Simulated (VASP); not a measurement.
Data:

```
ZnTe
1.0
    0.00000     3.05401     3.05401
    3.05401     0.00000     3.05401
    3.05401     3.05401     0.00000
Zn Te
1 1
Direct
  0.00000   0.00000   0.00000
  0.25000   0.25000   0.25000
```

Computed with r2SCAN meta-GGA, VASP's PBE PAW potentials (set 64) (plane waves; VASP). Numerical set-up: 400 eV cut-off, 8×8×8 Γ-centred mesh, tetrahedra with Blöchl corrections, potentials Zn Te.

Unless said otherwise, spin-orbit coupling is left out, though it shifts the bands of the heavy elements here.

Tabulate the total density of states (states/eV per cell) against energy (eV; zero at the valence-band maximum or, without a gap, the Fermi level).

(E (eV), DOS (states/eV)): (-9.98, 0.00); (-9.38, 0.00); (-8.66, 0.00); (-8.06, 0.00); (-7.46, 0.00); (-6.86, 29.3); (-6.14, 0.00); (-5.54, 0.00); (-4.94, 3.38); (-4.22, 0.60); (-3.62, 0.32); (-3.02, 1.20); (-2.30, 1.48); (-1.70, 1.87); (-1.10, 1.76); (-0.50, 0.56); (0.22, 0.00); (0.82, 0.00); (1.42, 0.00); (2.14, 0.01); (2.74, 0.64); (3.34, 2.26); (3.94, 0.74); (4.66, 0.83); (5.26, 2.29)
Within 2 eV below the valence-band maximum the largest weight inside VASP's projection spheres is Te p, then Zn p.

The compound is ZnTe in the zinc blende structure. It was relaxed first.
